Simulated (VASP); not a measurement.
A run of VASP 6.6.1 is set up as follows.

File POSCAR:

```
MgB2
1.0
    3.2166132800     -0.0892526400      0.0012509500
   -1.6856015500      2.8573589100      0.0372867500
    0.0014287900      0.0499924100      3.5469829100
Mg B
1 2
Direct
    0.9727390000      0.0135360000      0.9922770000
    0.3345810000      0.6653620000      0.4937000000
    0.6648340000      0.3454500000      0.5005260000
```

Contents of INCAR.step1:

```
  PREC = Accurate
  ENCUT = 520
  ISMEAR = 0
  SIGMA = 0.046
  LREAL = False
  LASPH = True
  NELM = 100
  GGA = PE
  ALGO = Normal
  EDIFF = 1E-4
  LWAVE = True
  LCHARG = False
```

File INCAR.step2:

```
  PREC = Accurate
  ENCUT = 520
  EDIFF = 1E-7
  ISMEAR = 0
  SIGMA = 0.046
  LREAL = False
  LASPH = True
  NELM = 100
  ALGO = Normal
  ISIF = 2
  LWAVE = False
  LCHARG = False
  METAGGA = R2SCAN
  LMIXTAU = True
  IBRION = 2
  NSW = 60
  EDIFFG = -0.01
  ISTART = 1
```

KPOINTS

```
Automatic mesh
0
Gamma
  7 6 5
  0 0 0.5
```

Potentials or basis: VASP PAW PBE potentials, release 64 (Mg, B).

Command:

```bash
$ cat potpaw_PBE.64/Mg/POTCAR potpaw_PBE.64/B/POTCAR > POTCAR
$ cp INCAR.step1 INCAR
$ mpirun -np 1 vasp_std > vasp.out
$ cp INCAR.step2 INCAR
$ mpirun -np 1 vasp_std > vasp.out
```

(1) What does it give for the band gap on the k mesh?

(2) Estimate the energy gained by relaxing.

Results:

(1) none (metal or under the smearing width).

(2) 14.6 meV/atom.

Caveat: the k mesh is coarse (spacing up to 0.37 Å⁻¹), so the values aren't converged.
